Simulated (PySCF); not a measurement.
Isomers of C6H8 side by side.

PySCF, PBE0/def2-SVPD, density fitting, gas phase; each molecule at its own PBE0-D3(BJ)/def2-SVP geometry, one conformer. Singlet excitations by full TDDFT with frozen cores, triplets by Tamm–Dancoff TDDFT and ionisation energies by ΔSCF, from the lowest of the holes tried. 

Torsions of the conformers computed, which needn't be the lowest (atom-mapped SMILES):
- `[CH2:1]=[CH:2]/[CH:3]=[CH:4]/[CH:5]=[CH2:6]`: C1–C2–C3–C4 180°, C3–C4–C5–C6 180°

The conformers of `C1=C[C@H]2C[C@H]2C1` aren't listed.

Reference: `C#CC1(C)CC1`, with HOMO energy -7.12 eV, LUMO energy 0.82 eV, lowest singlet excitation 6.26 eV, lowest triplet excitation 5.17 eV, mean polarisability 69.2 au and vertical ionisation energy 9.13 eV.

Changes against it:

```json
{"molecule": "C#C[C@@H]1C[C@@H]1C", "Δ electronic energy (kcal/mol)": "-0.3", "Δ HOMO energy (eV)": "-0.01", "Δ LUMO energy (eV)": "-0.19", "Δ lowest singlet excitation (eV)": "-0.15", "Δ lowest triplet excitation (eV)": "-0.06", "Δ mean polarisability (au)": "-0.2", "Δ vertical ionisation energy (eV)": "+0.04"}
{"molecule": "C1=C[C@H]2C[C@H]2C1", "Δ electronic energy (kcal/mol)": "-34.6", "Δ HOMO energy (eV)": "+0.50", "Δ LUMO energy (eV)": "-0.47", "Δ lowest singlet excitation (eV)": "-0.03", "Δ lowest triplet excitation (eV)": "-1.17", "Δ mean polarisability (au)": "-4.5", "Δ vertical ionisation energy (eV)": "-0.48"}
{"molecule": "C=C1CCC1=C", "Δ electronic energy (kcal/mol)": "-16.8", "Δ HOMO energy (eV)": "+0.57", "Δ LUMO energy (eV)": "-1.94", "Δ lowest singlet excitation (eV)": "-1.13", "Δ lowest triplet excitation (eV)": "-2.33", "Δ mean polarisability (au)": "+4.8", "Δ vertical ionisation energy (eV)": "-0.68"}
{"molecule": "C1CC2=C1CC2", "Δ electronic energy (kcal/mol)": "+19.5", "Δ HOMO energy (eV)": "+0.47", "Δ LUMO energy (eV)": "-0.01", "Δ lowest singlet excitation (eV)": "0.00", "Δ lowest triplet excitation (eV)": "-0.70", "Δ mean polarisability (au)": "-1.6", "Δ vertical ionisation energy (eV)": "-0.48"}
```

Rows whose labels were lost:

```tsv
row	Δ electronic energy (kcal/mol)	Δ HOMO energy (eV)	Δ LUMO energy (eV)	Δ lowest singlet excitation (eV)	Δ lowest triplet excitation (eV)	Δ mean polarisability (au)	Δ vertical ionisation energy (eV)
P	-22.1	+0.85	-2.31	-1.48	-2.74	+24.4	-1.11
Q	-42.0	+0.98	-1.58	-1.57	-2.41	-0.2	-1.03
```

Problem. Which row belongs to which of `C=C/C=C/C=C` and `C1=CCCC=C1`?

Solution. P = `C=C/C=C/C=C` and Q = `C1=CCCC=C1`. P and Q are told apart most clearly by the mean polarisability (+24.4 against -0.2 au).

Problem. Which row has the smallest HOMO–LUMO gap and which the largest, and does the HOMO or the LUMO shift more there?

Solution. Smallest, counted from the reference: P, -3.16 eV (HOMO +0.85, LUMO -2.31), the larger shift being that of the LUMO. Largest: `C#C[C@@H]1C[C@@H]1C`, -0.18 eV (HOMO -0.01, LUMO -0.19), the larger shift being that of the LUMO. The gap of the reference itself lies above all of them.
